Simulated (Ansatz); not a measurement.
Wanted: the native input for an Ansatz 0.2.0 run.

```yaml
Task: band structure
Functional: r2SCAN
Potentials_or_basis: Ansatz PAW
Cutoff: "500 eV (not typed: the program's choice for these potentials)"
k_mesh: 6 × 6 × 8
Occupations: fermi-dirac, width 0.05 eV
Spin: no spin polarisation
Path: "[[\"G\", \"X\", \"M\", \"G\", \"Z\", \"R\", \"A\", \"Z\"], [\"X\", \"R\"], [\"M\", \"A\"]]"
Points_for_each_segment_of_the_path: 14
```

SnO2 (Cassiterite):

```
Sn O
1.0
     4.73800    0.00000    0.00000
     0.00000    4.73800    0.00000
     0.00000    0.00000    3.18650
Sn O
2 4
Direct
  0.50000 0.50000 0.50000
  0.00000 0.00000 0.00000
  0.80710 0.19290 0.50000
  0.69290 0.69290 0.00000
  0.19290 0.80710 0.50000
  0.30710 0.30710 0.00000
```

One way to write it, as run:

input.yaml

```yaml
crystal:
  lattice:
    - [4.738, 0.0, 0.0]
    - [0.0, 4.738, 0.0]
    - [0.0, 0.0, 3.1865]
  atoms:
    - { symbol: Sn, position: [0.5, 0.5, 0.5] }
    - { symbol: Sn, position: [0.0, 0.0, 0.0] }
    - { symbol: O, position: [0.8071, 0.1929, 0.5] }
    - { symbol: O, position: [0.6929, 0.6929, 0.0] }
    - { symbol: O, position: [0.1929, 0.8071, 0.5] }
    - { symbol: O, position: [0.3071, 0.3071, 0.0] }
hamiltonian:
  xc: r2scan
  pseudopotentials: { kind: paw }
kpoints:
  mp_grid: { grid: [6, 6, 8] }
  band_path:
    path:
      - [[0.0, 0.0, 0.0], [0.0, 0.5, 0.0], [0.5, 0.5, 0.0], [0.0, 0.0, 0.0], [0.0, 0.0, 0.5], [0.0, 0.5, 0.5], [0.5, 0.5, 0.5], [0.0, 0.0, 0.5]]
      - [[0.0, 0.5, 0.0], [0.0, 0.5, 0.5]]
      - [[0.5, 0.5, 0.0], [0.5, 0.5, 0.5]]
    npoints: 14
scf:
  occupations: { method: fermi_dirac, width: 0.05 }
  n_extra_bands: 15
output:
  forces: true
  stress: true
  eigenvalues: true
  fatbands: false
```

Potentials or basis: Ansatz PAW.

Launch:

```console
$ ansatz run input.yaml --threads 2 --pin off --max-ram 5632MiB --backend cpu --events-out ev --progress --plain --runs-dir out
```

It gave:

```
Pressure                : 3.3 GPa
Largest force           : 0.242 eV/Å
Band gap on the k mesh  : 1.96 eV, direct
Band gap along the path : 1.96 eV, direct
```

Caveat: spin-orbit coupling is left out, which moves the levels of the heavy elements; the PAW data sets come from PBE, with cores solved anew for the run's functional, which leaves a small shift of forces and pressure.

Run time: 5.2 s on 2 threads of AMD EPYC 9R45 96-Core Processor (Zen 5) (shared host), peak memory 0.62 GiB.
